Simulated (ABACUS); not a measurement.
# BN (F-43m) in ABACUS: a series of runs

One crystal, BN, is run at these levels: PW91; tasks: single point, relaxation of cell and atoms.

Everything below comes from runs of ABACUS 3.10.1. Logs are shortened: lines on timing, memory, paths and dates and some standing lists are left out, and cuts for length are marked.

**The experiment to reproduce.**

A printed reference work, monograph reports, for a bulk crystal of BN at 300 K: band gap 6.4 eV (indirect).

The runs below are set against these values where they give the same quantity.

## (1) The crystal as given

The structure is cubic, space group F-43m (No. 216). Conventional cell: a = 3.626 Å, b = 3.626 Å, c = 3.626 Å, α = 90.00°, β = 90.00°, γ = 90.00°. Around N (site symmetry -43m) lie 4 B at 1.57 Å. B (site symmetry -43m) has 4 N at 1.57 Å as nearest neighbours.

The cell is a database's computed one.

## (2) Single point, PW91

File INPUT:

```
INPUT_PARAMETERS
suffix              BN
calculation         scf
basis_type          pw
pseudo_dir          ./
symmetry            1
dft_functional      GGA_X_PW91+GGA_C_PW91
ecutwfc             40
pseudo_rcut         10
nspin               1
nbands              14
ks_solver           dav
smearing_method     fd
smearing_sigma      0.00367493
scf_thr             1e-08
scf_nmax            100
mixing_type         broyden
mixing_beta         0.7
cal_force           1
cal_stress          1
ecutrho             320
out_chg             1
kpar                4
```

File STRU:

```
ATOMIC_SPECIES
N 14.0070 n_pbe_v1.2.uspp.F.UPF
B 10.8100 b_pbe_v1.4.uspp.F.UPF

LATTICE_CONSTANT
4.8452022309

LATTICE_VECTORS
0.0000000000 0.7071067812 0.7071067812
0.7071067812 0.0000000000 0.7071067812
0.7071067812 0.7071067812 0.0000000000

ATOMIC_POSITIONS
Cartesian

N
0.0
1
0.3535533906 0.3535533906 0.3535533906 1 1 1

B
0.0
1
0.0000000000 0.0000000000 0.0000000000 1 1 1
```

File KPT:

```
K_POINTS
0
Gamma
10 10 10 0 0 0
```

Potentials or basis: GBRV ultrasoft 1.5 PBE, plane waves.

On the command line:

```console
$ OMP_NUM_THREADS=1 mpirun -np 4 abacus > log
```

running log:

```text
ABACUS v3.10.1

               Atomic-orbital Based Ab-initio Computation at UStc

 ------------------------------------------------------------------------------------

 READING GENERAL INFORMATION
                           global_out_dir = OUT.BN/
                           global_in_card = INPUT
                               pseudo_dir = ./
                              orbital_dir =
                                    DSIZE = 4
                                    GSIZE = 1

 READING UNITCELL INFORMATION
                                    ntype = 2
                  lattice constant (Bohr) = 4.8452
              lattice constant (Angstrom) = 2.56397

 READING ATOM TYPE 1
                               atom label = N
                      L=0, number of zeta = 1
                      L=1, number of zeta = 1
                      L=2, number of zeta = 1
             number of atom for this type = 1

 READING ATOM TYPE 2
                               atom label = B
                      L=0, number of zeta = 1
                      L=1, number of zeta = 1
                      L=2, number of zeta = 1
             number of atom for this type = 1

                        TOTAL ATOM NUMBER = 2
CARTESIAN COORDINATES ( UNIT =       4.845202230900 Bohr ).
    atom                   x                   y                   z     mag                  vx                  vy                  vz
tauc_N1            0.3535533906        0.3535533906        0.3535533906  0.0000        0.0000000000        0.0000000000        0.0000000000
tauc_B1            0.0000000000        0.0000000000        0.0000000000  0.0000        0.0000000000        0.0000000000        0.0000000000

                          Volume (Bohr^3) = 80.4305
                             Volume (A^3) = 11.9186

 Lattice vectors: (Cartesian coordinate: in unit of a_0)
                   +0           +0.707107           +0.707107
            +0.707107                  +0           +0.707107
            +0.707107           +0.707107                  +0
 Reciprocal vectors: (Cartesian coordinate: in unit of 2 pi/a_0)
            -0.707107           +0.707107           +0.707107
            +0.707107           -0.707107           +0.707107
            +0.707107           +0.707107           -0.707107
 The esolver type has been set to : ksdft_pw

                PAO radial cut off (Bohr) = 10

 Read in pseudopotential file is n_pbe_v1.2.uspp.F.UPF
                     pseudopotential type = US
          exchange-correlation functional = PBE
                 nonlocal core correction = 1
                        valence electrons = 5
                                     lmax = 1
                           number of zeta = 2
                     number of projectors = 4
                           L of projector = 0
                           L of projector = 0
                           L of projector = 1
                           L of projector = 1
 XC functional updated to : GGA_X_PW91+GGA_C_PW91
          exchange-correlation functional = GGA_X_PW91+GGA_C_PW91
                PAO radial cut off (Bohr) = 10

 Read in pseudopotential file is b_pbe_v1.4.uspp.F.UPF
                     pseudopotential type = US
          exchange-correlation functional = PBE
                 nonlocal core correction = 1
                        valence electrons = 3
                                     lmax = 1
                           number of zeta = 2
                     number of projectors = 4
                           L of projector = 0
                           L of projector = 0
                           L of projector = 1
                           L of projector = 1
 XC functional updated to : GGA_X_PW91+GGA_C_PW91
          exchange-correlation functional = GGA_X_PW91+GGA_C_PW91
     initial pseudo atomic orbital number = 8

 SETUP THE ELECTRONS NUMBER
             electron number of element N = 5
       total electron number of element N = 5
             electron number of element B = 3
       total electron number of element B = 3
            AUTOSET number of electrons:  = 8
                           occupied bands = 4
                                   NBANDS = 14
                                   NLOCAL = 18

 SETUP THE PLANE WAVE BASIS
 energy cutoff for charge/potential (unit:Ry) = 160
            fft grid for charge/potential = [ 20, 20, 20 ]
                        fft grid division = [ 1, 1, 1 ]
        big fft grid for charge/potential = [ 27, 27, 27 ]
                                     nbxx = 19683
                                     nrxx = 8000

 SETUP PLANE WAVES FOR CHARGE/POTENTIAL
                    number of plane waves = 2733
[... 77 lines left out ...]
                                       S6 = 0
               POINT GROUP IN SPACE GROUP = T_d

 SETUP K-POINTS
                                    nspin = 1
                   Input type of k points = Monkhorst-Pack(Gamma)
                                   nkstot = 1000
                       right hand lattice = 1
(for reciprocal lattice: )
                             BRAVAIS TYPE = 2
                     BRAVAIS LATTICE NAME = 02. Cubic I (body-centered)
                                    ibrav = 2
                       right hand lattice = 1
(for k-lattice: )
                             BRAVAIS TYPE = 2
                     BRAVAIS LATTICE NAME = 02. Cubic I (body-centered)
                                    ibrav = 2
                       right hand lattice = 1
                        ROTATION MATRICES = 48
                               nkstot_ibz = 47
K-POINTS REDUCTION ACCORDING TO SYMMETRY
     IBZ    DIRECT_X    DIRECT_Y    DIRECT_Z  WEIGHT  ibz2bz
       1  0.00000000  0.00000000  0.00000000  0.0010       0
       2  0.10000000  0.10000000  0.10000000  0.0080       1
       3  0.20000000  0.20000000  0.20000000  0.0080       2
       4  0.30000000  0.30000000  0.30000000  0.0080       3
       5  0.40000000  0.40000000  0.40000000  0.0080       4
       6  0.50000000  0.50000000  0.50000000  0.0040       5
[... 22 lines left out ...]
      29  0.50000000  0.50000000  0.10000000  0.0240      45
      30 -0.20000000  0.40000000  0.40000000  0.0120      46
[... 17 further k points ...]

                               nkstot now = 47
[... K-POINTS DIRECT COORDINATES: 47 rows ...]

           k-point number in this process = 12
       minimum distributed K point number = 11
[... stars of the k points ...]

[... K-POINTS CARTESIAN COORDINATES: 12 rows ...]

[... K-POINTS DIRECT COORDINATES: 12 rows ...]

 SETUP PLANE WAVES FOR WAVE FUNCTIONS
     energy cutoff for wavefunc (unit:Ry) = 40
              fft grid for wave functions = [ 20, 20, 20 ]
                    number of plane waves = 531
                         number of sticks = 85

 PARALLEL PW FOR WAVE FUNCTIONS
     PROC   COLUMNS(POT)             PW
        1             85            531
 --------------- sum -------------------
        1             85            531

 SETUP NONLOCAL PSEUDOPOTENTIALS IN PLANE WAVE BASIS
 N non-local projectors:
 projector 1 L=0
 projector 2 L=0
 projector 3 L=1
 projector 4 L=1
 B non-local projectors:
 projector 1 L=0
 projector 2 L=0
 projector 3 L=1
 projector 4 L=1
      TOTAL NUMBER OF NONLOCAL PROJECTORS = 16

 Init Non-Local PseudoPotential table :
 Init Non-Local-Pseudopotential done.

                                     npwx = 353

 Make real space PAO into reciprocal space.
       max mesh points in Pseudopotential = 655
     dq(describe PAO in reciprocal space) = 0.01
                                    max q = 763

 number of pseudo atomic orbitals for N is 2
WARNING: norm of atomic wavefunction # 2 of atomic type N is 0.999999, renormalized

 number of pseudo atomic orbitals for B is 2
WARNING: norm of atomic wavefunction # 1 of atomic type B is 0.999999, renormalized
WARNING: norm of atomic wavefunction # 2 of atomic type B is 0.999862, renormalized

 -------------------------------------------
 SELF-CONSISTENT
 -------------------------------------------
                                 init_chg = atomic

 PW ALGORITHM --------------- ION=   1  ELEC=   1--------------------------------

 Density error is 0.224047331791
                          Error Threshold = 0.01
----------------------------------------------------------
     Energy           Rydberg                 eV
----------------------------------------------------------
 E_KohnSham     -26.6919066404       -363.1620207929
 E_Harris       -25.6079667852       -348.4142624729
 E_Fermi        1.0167684287         13.8338441764
----------------------------------------------------------
[... 51 lines left out ...]
 Density error is 6.46230128307e-09
                          Error Threshold = 4.29124068092e-09
----------------------------------------------------------
     Energy           Rydberg                 eV
----------------------------------------------------------
 E_KohnSham     -26.7529946254       -363.9931654694
 E_KS(sigma->0) -26.7529946254       -363.9931654694
 E_Harris       -26.7528656020       -363.9914100160
 E_band         1.8543964009         25.2303574030
 E_one_elec     4.4563938247         60.6323485476
 E_Hartree      3.6386148064         49.5058941942
 E_xc           -8.5871404556        -116.8340397220
 E_Ewald        -26.2608628009       -357.2973684891
 E_entropy(-TS) -0.0000000000        -0.0000000000
 E_descf        0.0000000000         0.0000000000
 E_exx          0.0000000000         0.0000000000
 E_Fermi        0.9363912692         12.7402568186
----------------------------------------------------------

 charge density convergence is achieved
 final etot is -363.99316547 eV
 EFERMI = 12.740256819 eV

 STATE ENERGY(eV) AND OCCUPATIONS    NSPIN == 1
 1/12 kpoint (Cartesian) = 0.0000 0.0000 0.0000 (331 pws)
       1       -9.12192     0.00200000
       2        10.9645     0.00200000
       3        10.9645     0.00200000
       4        10.9645     0.00200000
       5        19.7592    2.16346e-64
       6        19.7592    2.16346e-64
       7        19.7592    2.16346e-64
       8        21.2337    3.36953e-77
       9        35.5514        0.00000
      10        38.6681        0.00000
      11        38.6681        0.00000
      12        39.2711        0.00000
      13        39.2711        0.00000
      14        39.2711        0.00000
[... 66 lines left out ...]
       1       -4.95389     0.00800000
       2       0.383476     0.00800000
       3        9.04325     0.00800000
       4        9.04325     0.00800000
       5        21.0406    6.41181e-75
       6        21.6469    3.47517e-80
       7        21.6469    3.47517e-80
       8        26.1609        0.00000
       9        34.3051        0.00000
      10        37.5666        0.00000
      11        37.7624        0.00000
      12        37.7624        0.00000
      13        45.8632        0.00000
      14        45.8632        0.00000

[... levels at 6 further k points ...]

------------------------------------------------------------------------------------------
 TOTAL-FORCE (eV/Angstrom)
------------------------------------------------------------------------------------------
                        N1         0.0000000000         0.0000000000         0.0000000000
                        B1         0.0000000000         0.0000000000         0.0000000000
------------------------------------------------------------------------------------------

----------------------------------------------------------------
 TOTAL-STRESS (KBAR)
----------------------------------------------------------------
        -5.9380150684        -0.0000000000        -0.0000000000
        -0.0000000000        -5.9380150684        -0.0000000000
         0.0000000000         0.0000000000        -5.9380150684
----------------------------------------------------------------
 TOTAL-PRESSURE: -5.938015 KBAR

 --------------------------------------------
 !FINAL_ETOT_IS -363.9931654694003669 eV
 --------------------------------------------
```

Run time: 1.2 s. Hardware: 4 MPI ranks of Intel Xeon 6975P-C (Granite Rapids), shared host; peak memory 0.2 GiB.

Results:

| Quantity | Value |
| --- | --- |
| Free energy | -363.9932 eV |
| Pressure | -0.6 GPa |
| Band gap on the k mesh | 4.51 eV, indirect (least direct gap 8.79 eV) |

Caveat: the potentials were made for another functional, which shifts forces and pressure.

## (3) Relaxation of cell and atoms, PW91

INPUT, as its differences from that of step 2:

```diff
@@ -2,3 +2,3 @@
 suffix              BN
-calculation         scf
+calculation         cell-relax
 basis_type          pw
@@ -10,3 +10,3 @@
 nspin               1
-nbands              14
+nbands              8
 ks_solver           dav
@@ -21,3 +21,7 @@
 ecutrho             320
-out_chg             1
+relax_nmax          60
+force_thr_ev        0.005
+relax_method        cg
+out_stru            1
+stress_thr          1
 kpar                4
```

STRU is that of step 2.

KPT is that of step 2.

Potentials or basis: GBRV ultrasoft 1.5 PBE, plane waves.

On the command line:

```console
$ OMP_NUM_THREADS=1 mpirun -np 4 abacus > log
```

Run time: 2.4 s. Hardware: 4 MPI ranks of Intel Xeon 6975P-C (Granite Rapids), shared host; peak memory 0.36 GiB.

It converged, with:

* Free energy: -363.9932 eV
* Relaxed volume: 5.95 Å³/atom
* Relaxed cell: a = 2.563 Å, b = 2.563 Å, c = 2.563 Å, α = 60.00°, β = 60.00°, γ = 60.00°
* Space group after relaxing (to 0.05 Å): F-43m (No. 216)
* Energy gained by relaxing: 0.0 meV/atom
* Ionic steps: 3
* Pressure after relaxing: 0.0 GPa
* Band gap on the k mesh: 4.51 eV, indirect (least direct gap 8.80 eV)

Final structure:
```cif
data_structure
_symmetry_space_group_name_H-M 'P 1'
_symmetry_Int_Tables_number 1
_cell_length_a 2.5626
_cell_length_b 2.5626
_cell_length_c 2.5626
_cell_angle_alpha 60.000
_cell_angle_beta 60.000
_cell_angle_gamma 60.000
_cell_volume 11.90
loop_
_atom_site_label
_atom_site_type_symbol
_atom_site_fract_x
_atom_site_fract_y
_atom_site_fract_z
_atom_site_occupancy
N1 N 0.25000 0.25000 0.25000 1
B1 B 0.00000 0.00000 0.00000 1
```

Levels at points of the mesh, in eV from the valence-band top:
| k point | band 2 | band 3 | band 4 |
| --- | --- | --- | --- |
| (0.00, 0.00, 0.00) | 0.00 | 0.00 | 0.00 |
| (0.50, 0.50, 0.50) | -10.60 | -1.92 | -1.92 |
| (0.50, 0.50, 0.00) | -8.84 | -4.86 | -4.86 |

Caveat: the potentials were made for another functional, which shifts forces and pressure. A k mesh can miss the band edges.

## (4) How close it comes

Step 2. A measured gap of BN is 6.4 eV (indirect; 300 K; a printed reference work, monograph); the calculated 4.51 eV misses it by -1.89 eV. The value is that of PW91 on a finite k mesh, which can miss the band edges, without temperature or zero-point motion. Semilocal functionals fall short of measured gaps as a rule. The cell is a database's relaxed one, not the measured one, which moves gaps too.
